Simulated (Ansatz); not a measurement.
**Ta₂Si: enthalpy under pressure, worked through**

All numbers below come from Ansatz 0.2.0, DFT r2SCAN, scalar-relativistic, plane waves, PAW. Run with 500 eV cutoff, 10×10×10 k-mesh, Gaussian smearing of 0.10 eV, no spin polarisation.

Reference structure (relaxed):

```
CELL_PARAMETERS angstrom
-3.08411 3.08411 2.52470
3.08411 -3.08411 2.52470
3.08411 3.08411 -2.52470
ATOMIC_POSITIONS crystal
Ta 0.66358 0.83642 0.50000
Ta 0.83642 0.33642 0.17283
Ta 0.33642 0.16358 0.50000
Ta 0.16358 0.66358 0.82717
Si 0.25000 0.25000 0.00000
Si 0.75000 0.75000 0.00000
```

Cell and atoms were relaxed at each target pressure within the start's symmetry (I4/mcm), at zero temperature; other phases can be more stable under pressure. H = E + PV with P the target; E is the free energy at the smearing used, whose derivative the pressure is, per atom and counted from zero pressure.

Spin–orbit coupling is left out, which can shift energies with elements as heavy as these.

| P (GPa) | V (Å³/atom) | E − E0 (meV) | H − H0 (meV) |
| --- | --- | --- | --- |
| 0 | 16.010 | 0.0 | 0.0 |
| 2 | 15.873 | 0.8 | 199.0 |
| 5 | 15.678 | 5.1 | 494.3 |
| 10 | 15.377 | 19.0 | 978.8 |
| 20 | 14.850 | 67.8 | 1921.6 |
| 40 | 13.998 | 225.0 | 3719.7 |

Q: Thermodynamics gives dH/dP = V along a relaxed path. Integrate V over P by the trapezoid rule and compare with the computed enthalpies.

A: With 1 eV/Å³ = 160.22 GPa, each step adds the mean volume times ΔP / 160.22:
```csv
P (GPa),∫V dP (meV),H − H0 (meV),difference (meV)
2,199.0,199.0,0.0
5,494.4,494.3,0.0
10,978.9,978.8,0.2
20,1922.3,1921.6,0.7
40,3722.8,3719.7,3.1
```

V(P) curves upward, so the trapezoid rule runs high; integrating a smooth curve through the same points (P as a polynomial of degree 4 in ln V) puts that excess at about 2.7 meV at 40 GPa, against the 3.1 meV found.

Q: At 40 GPa, how much of the enthalpy change is stored energy and how much is the PV term?

A: E rises by 225 meV/atom and PV is 40 × 13.998 / 160.22 = 3495 meV/atom, so PV makes 94 % of ΔH. So between rival structures at high pressure a small difference in volume can outweigh the difference in energy: 1 % of this volume is worth 34.9 meV/atom at this pressure.

Q: What bulk modulus do the lowest pressures give?

A: From the pressures that the runs reached, -2.00 GPa (16.152 Å³) and 1.99 GPa (15.873 Å³), B = −ΔP/Δln V = 3.99 / 0.0175 = 229 GPa, a mean over that range.